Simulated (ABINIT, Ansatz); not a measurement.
# LiH and the functional, program beside program

```
CELL_PARAMETERS angstrom
0.00000 2.03675 2.03675
2.03675 0.00000 2.03675
2.03675 2.03675 0.00000
ATOMIC_POSITIONS crystal
Li 0.00000 0.00000 0.00000
H 0.50000 0.50000 0.50000
```

Kept alike: task band structure; k mesh 11 × 11 × 11; occupations fermi-dirac, width 0.05 eV; no spin polarisation. The mesh is that of the run's cell of 2 atoms. No spin-orbit coupling.

- A: ABINIT; JTH PAW LDA v2.0 (LDA); JTH PAW PBE v2.0 (PBE); PseudoDojo NC SR PBEsol v0.4.1 standard (PBEsol), cutoff 680 to 1007 eV
- B: Ansatz, all-electron LAPW, scalar-relativistic

```csv
functional,A: pressure (GPa),B: pressure (GPa)
LDA,-4.24,-4.07
PBE,-1.86,-1.66
PBEsol,-2.34,-2.33
```

Pressure is positive in compression; plane-wave values hold the error of the finite cutoff.

Question: How large is the effect of the functional, and do the programs agree on it?

Answer: From LDA to PBE the pressure moves by +2.38 in A, +2.41 in B (GPa). Row by row the programs differ by 0.01 to 0.20, and over this span the shifts, as printed, agree within about 1 %. Shifts from LDA: PBE +2.38, +2.41; PBEsol +1.90, +1.74; the programs' shifts differ by up to 0.16.
